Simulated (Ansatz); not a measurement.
## A computed series for Li2O: response to strain

The reference is Li2O in the anti-fluorite structure (space group Fm-3m, No. 225; a = 4.573 Å). Axes: x, y, z lie along the cube axes.

Strains are applied to the cell and any free atomic positions relax.

Computed with r2SCAN (Ansatz, an electronic-structure program), spin-orbit coupling left out.

Candidates:
(a) uniaxial strain ε_yy = −2.20 %
(b) tensor shear ε_xz = −0.65 %
(c) isotropic strain −1.39 %

Notes on the quantities. energy relative to the base: free energy F.

**Question.** Order them by energy relative to the base, highest first.

**Answer.** (c) isotropic strain −1.39 % (+3.9 meV/atom), (a) uniaxial strain ε_yy = −2.20 % (+2.7 meV/atom), (b) tensor shear ε_xz = −0.65 % (+0.3 meV/atom)

Stability against distortions was not tested.
